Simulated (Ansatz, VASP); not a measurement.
## Y in VASP and in Ansatz

```
Y
1.0
     0.00000    2.50146    2.50146
     2.50146    0.00000    2.50146
     2.50146    2.50146    0.00000
Y
1
Cartesian
  0.0000 0.0000 0.0000
```

Change from the starting cell: volume scaled by 1.02, crystal datasets.

Alike in both runs: task electric field gradients; functional LDA; k mesh 13 × 13 × 13; occupations fermi-dirac, width 0.05 eV; no spin polarisation.

|  | VASP | Ansatz |
| --- | --- | --- |
| version | VASP 6.6.1 | Ansatz 0.2.0 |
| potentials or method | VASP PAW LDA potentials, release 64 (Y_sv), cutoff 520 eV | all-electron PAW with datasets made for the crystal, scalar-relativistic |

|  | VASP | Ansatz | Ansatz less VASP |
| --- | --- | --- | --- |
| pressure (GPa) | -2.6 | -2.5 | +0.12 |
| Vzz of the field gradient on the site that differs most (V/Å²) | 0.0 | 0.0 | 0.00 |

Ansatz ran all-electron here, so the differences hold the error of VASP's frozen core and of both bases. Ansatz warned: «gradients_without_spin_orbit».
